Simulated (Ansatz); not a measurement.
SiO2: strain energy, fitted

SiO2, P4_32_12, a = 4.982 Å, c = 6.921 Å. This isn't the usual stable structure of the compound. Ansatz: r2SCAN, PAW, 500 eV, Γ-centred 6×6×4 mesh on 12 atoms, Gaussian smearing 0.02 eV; no spin polarisation. Series: equal strain along all axes, cell held, atoms relaxed; x is the strain in per cent. y is the free energy over the unstrained cell, V0 = 14.312 Å³/atom.

| x (%) | y (meV/atom) |
| --- | --- |
| -3.0 | ? |
| -1.5 | 1.47 |
| 0.0 | 0.00 |
| 1.5 | 1.29 |
| 3.0 | 5.03 |

Question: Fit y = c2 x² + c3 x³ to the other rows, turn c2 into a modulus, and predict the missing energy.

Answer: Least squares on the rows shown. y = 0.6183 x² − 0.02002 x³. In eV per unit strain² c2 is 6.183; the stiffness is B for this strain (E = 9/2 B V0 ε², shape held): 2 × 6.183 × 160.2 / (9 × 14.312) = 15.4 GPa. At x = -3.0 the fit asked for gives 6.11 meV/atom. The run gave 6.18 meV/atom, so the fit is 0.07 meV/atom too low, a small miss on the scale of the series. The form still works here, 33 % of the fitted range beyond its end.

Cost: 5 runs of about 17 core-minutes in all, on Arm Neoverse V2 (shared hosts).